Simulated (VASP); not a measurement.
**CsPbI$_{3}$ (cubic perovskite): computed properties**

All values below come from PBEsol GGA, VASP's PBE PAW potentials (set 64) (plane waves; VASP).

| Quantity | Value |
|---|---|
| space group | Pm-3m (221) |
| cell | a = b = c = 6.2089 Å, α = β = γ = 90.00° |
| volume per atom | 47.87 Å³/atom |
| band gap (over mesh and band path) | 1.12 eV |
| smallest direct gap (over mesh and band path) | 1.12 eV |
| band-edge character without spin-orbit coupling | direct, R to R |
| band gap with spin-orbit coupling | 0.01 eV |
| density | 5.00 g/cm³ |
| optical Γ-point spectrum | 19i (×3), 13 (×3), 15 (×3), 87 (×3) cm⁻¹ |

```
CELL_PARAMETERS angstrom
      6.20886     0.00000     0.00000
      0.00000     6.20886     0.00000
      0.00000     0.00000     6.20886
ATOMIC_POSITIONS crystal
  Cs 0.00000 0.00000 0.00000
  Pb 0.50000 0.50000 0.50000
  I  0.50000 0.00000 0.50000
  I  0.00000 0.50000 0.50000
  I  0.50000 0.50000 0.00000
```

Unless said otherwise, spin-orbit coupling is left out, though it shifts the bands of the heavy elements here.

The compound is CsPbI3 in the cubic perovskite structure, the ideal cubic form; the compound distorts at low or room temperature. It was relaxed first. Symmetry was kept, so distortions that lower it aren't found.
